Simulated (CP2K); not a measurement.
The system is SiC (Moissanite).

```
Si C
1.0
     3.07600    0.00000    0.00000
    -1.53800    2.66389    0.00000
     0.00000    0.00000    5.04800
Si C
2 2
Direct
  0.66667 0.33333 0.50000
  0.33333 0.66667 0.00000
  0.66667 0.33333 0.88500
  0.33333 0.66667 0.38500
```

Base run:

| Item | Value |
| --- | --- |
| Program | CP2K 2026.2 |
| Functional | PBE |
| Potentials or basis | POTENTIAL_UZH Si GTH-PBE-q4, C GTH-PBE-q4; ccGRB-D basis |
| Density cutoff | 6123 eV |
| k mesh | 10 × 10 × 5 |
| Occupations | fermi-dirac, width 0.05 eV |
| Spin | no spin polarisation |

Its results: band gap on the k mesh 2.54 eV, indirect (least direct gap 4.21 eV); pressure 10.7 GPa; largest force 0.814 eV/Å.

**Question.** The run is repeated on the same cell with these changes: potentials or basis from POTENTIAL_UZH Si GTH-PBE-q4, C GTH-PBE-q4; ccGRB-D basis to POTENTIAL_UZH Si GTH-PBE-q4, C GTH-PBE-q4; TZVP-MOLOPT-PBE-GTH basis; basis sets from Si ccGRB-D-q4, C ccGRB-D-q4 to Si TZVP-MOLOPT-PBE-GTH-q4, C TZVP-MOLOPT-PBE-GTH-q4. What comes out?

**Answer.** Band gap on the k mesh 2.57 eV, indirect (least direct gap 4.18 eV); pressure 3.2 GPa; largest force 0.762 eV/Å.

Caveats: an odd mesh through Γ misses points on the zone boundary, where band edges often lie; the basis of atomic orbitals isn't converged, which shifts pressures, moduli and gaps.
